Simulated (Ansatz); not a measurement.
## A series in volume per atom on AlFe

All results are calculated (Ansatz 0.2.0). Periodic Kohn-Sham DFT of a crystal at fixed atoms; pressure and stress are positive in compression; the energy is the free energy less that of spherical unpolarised free atoms; site moments are those in the method's own spheres, positive along +z.

Cell of the first row (space group Pm-3m, No. 221):
```
AlFe
1.0
      2.8511     0.0000     0.0000
      0.0000     2.8511     0.0000
      0.0000     0.0000     2.8511
Al Fe
1 1
Direct
  0.00000 0.00000 0.00000
  0.50000 0.50000 0.50000
```

Settings of every row: method all-electron LAPW; functional PBE; relativity scalar; k mesh 12x12x12; filling fermi-dirac; smearing width 0.05 eV; basis error target 0.5 meV/atom; nucleus gaussian.

Atom:
```csv
element,start moment (bohr magneton)
Al,0
Fe,3
```

Limits: with one magnetic atom in the cell only parallel moments are possible.

```csv
row,volume per atom (Å³),pressure (GPa),energy less free atoms (eV/atom),cell moment (bohr magneton)
1,11.588,4.494,-6.7376,0.677
2,12.075,?,?,?
3,12.321,-5.932,-6.7331,0.738
4,12.568,-8.743,-6.7217,0.756
5,13.06,-13.531,-6.6872,0.785
```

Question: what pressure and energy less free atoms should row 2 give?

Worked fit of pressure. Take u = (V_r/V)^(2/3) − 1 with V_r = 12.444 Å³ an atom, which is twice the finite (Eulerian) strain; such expansions in the strain, on which the Birch-Murnaghan equation of state is built, carry the rest volume and the bulk modulus. The shown rows have u = 0.04866, 0.00664, -0.00659, -0.0317. Least squares give pressure = −7.3705 + 213.807 × u + 616.47 × u² GPa; a straight line predicts inner rows, each left out in turn, worse (root mean square 0.63 against 0.019 GPa). The rows lie off it by 0.001, -0.008, 0.010, -0.002 (root mean square 0.0065 GPa). The pressure vanishes at u = 0.0316, or V = 11.88 Å³ an atom, and there the bulk modulus at fixed shape and fractions is B = −V dP/dV = (2/3)(1 + u) dP/du = 174 GPa. The withheld row has u = 0.02027, so the fit gives −7.3705 + 213.807 × (0.02027) + 616.47 × (0.02027)² = -2.783 GPa.

The calculation gave -2.799 GPa. The fit lies 0.016 GPa (0.089 % of the column's range) above it; its largest miss of a shown row is 0.010 GPa.

Worked fit of energy less free atoms. Take u = (V_r/V)^(2/3) − 1 with V_r = 12.444 Å³ an atom, which is twice the finite (Eulerian) strain; such expansions in the strain, on which the Birch-Murnaghan equation of state is built, carry the rest volume and the bulk modulus. The shown rows have u = 0.04866, 0.00664, -0.00659, -0.0317. Least squares give energy less free atoms = −6.72797 − 0.8571 × u + 13.547 × u² eV/atom; a straight line predicts inner rows, each left out in turn, worse (root mean square 0.014 against 7.3e-05 eV/atom). All shown rows lie on it to the printed digit. Its lowest point lies at u = 0.0316, or V = 11.88 Å³ an atom, and the curvature there gives the bulk modulus at fixed shape and fractions, B = (4/9)(1 + u)² E″(u)/V = 173 GPa. The withheld row has u = 0.02027, so the fit gives −6.72797 − 0.8571 × (0.02027) + 13.547 × (0.02027)² = -6.7398 eV/atom.

The calculation gave -6.7398 eV/atom. The fit meets it to the printed digit.

The other values of row 2: cell moment 0.719 bohr magneton.
